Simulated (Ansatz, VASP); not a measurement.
In in VASP and in Ansatz

Contents of INCAR:

```
PREC = Accurate
ENCUT = 520
EDIFF = 1E-7
ISMEAR = 0
SIGMA = 0.15
LREAL = F
LASPH = T
NELM = 60
ALGO = Fast
ISIF = 2
LWAVE = F
LCHARG = F
GGA = CA
NBANDS = 12
```

KPOINTS

```
Automatic mesh
0
Gamma
  18 18 18
```

Contents of POSCAR:

```
In
1.0
   -1.8825252400      1.9201757448      1.8825252400
    1.8825252400     -1.9201757448      1.8825252400
    1.8825252400      1.9201757448     -1.8825252400
In
1
Direct
    0.0000000000      0.0000000000      0.0000000000
```

Input for Ansatz:

```yaml
crystal:
  lattice:
    - [-1.88252524, 1.9201757448, 1.88252524]
    - [1.88252524, -1.9201757448, 1.88252524]
    - [1.88252524, 1.9201757448, -1.88252524]
  atoms:
    - { symbol: In, position: [0.0, 0.0, 0.0] }
basis:
  ecutwfc: 420
kpoints:
  mp_grid: { grid: [18, 18, 18] }
hamiltonian:
  xc: lda
scf:
  occupations: { method: gaussian, width: 0.15 }
output:
  forces: true
  stress: true
  eigenvalues: true
```

Change from the starting cell: strain +0.0200 x Voigt [0, 1, 0, 0, 0, 0], atoms carried along.

Alike in both runs: task single point; functional LDA; k mesh 18 × 18 × 18; occupations gaussian, width 0.15 eV; no spin polarisation.

|  | VASP | Ansatz |
| --- | --- | --- |
| version | VASP 6.6.1 | Ansatz 0.2.0 |
| potentials or method | VASP PAW LDA potentials, release 64 (In_d) | scalar-relativistic, plane waves, PAW |
| plane-wave cutoff (eV) | 520 | 420 |
| valence electrons in the cell | 13 | 13 |

```tsv
	VASP	Ansatz	Ansatz less VASP
gap on the k mesh at the Fermi level (eV)	none	none	-
pressure (GPa)	-3.5	-3.5	-0.02
```

A gap of «none» marks a metal or a gap that the smearing closes.
